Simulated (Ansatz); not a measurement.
Crystal: Yb.

```
Yb
1.0
    -2.15148    2.15148    2.15148
     2.15148   -2.15148    2.15148
     2.15148    2.15148   -2.15148
Yb
1
Direct
  0.00000 0.00000 0.00000
```

This isn't the form of Yb at room conditions, which is fcc.

Alike in all runs: program Ansatz 0.2.0; functional PBEsol; potentials or basis Ansatz PAW; cutoff 420 eV (not typed: the program's choice for these potentials); k mesh 7 × 7 × 7; occupations fermi-dirac, width 0.05 eV.

The same cell was started in several ways:

| start | free energy over the lowest (meV/atom) | net moment (μB) | site or absolute moments (μB) | gap |
| --- | --- | --- | --- | --- |
| collinear spin, program default start; fixed moment 0 | 0.0 | 0.00 | - | - |
| collinear spin, ferromagnetic start of up to 1.2 μB; fixed moment 1.2 | 301.0 | 1.20 | Yb +0.70 | - |
| collinear spin, ferromagnetic start of up to 1.5 μB; fixed moment 1.5 | 468.7 | 1.50 | Yb +0.88 | - |
| collinear spin, ferromagnetic start of up to 0.5 μB; fixed moment 0.5 | 64.4 | 0.50 | Yb +0.30 | - |
| collinear spin, ferromagnetic start of up to 0.8 μB; fixed moment 0.8 | 143.5 | 0.80 | Yb +0.47 | - |
| collinear spin, ferromagnetic start of up to 0.2 μB; fixed moment 0.2 | 12.7 | 0.20 | Yb +0.12 | - |
| collinear spin, ferromagnetic start of up to 1 μB; fixed moment 1 | 211.4 | 1.00 | Yb +0.58 | - |
| collinear spin, ferromagnetic start of up to 2 μB; fixed moment 2 | 826.4 | 2.00 | Yb +1.19 | - |

All polarised runs hold their moment fixed, so the table maps the energy against it. A still lower state may exist.

Caveats: spin-orbit coupling is left out, which moves the levels of the heavy elements; the total moment is fixed, so each spin has its own Fermi level.
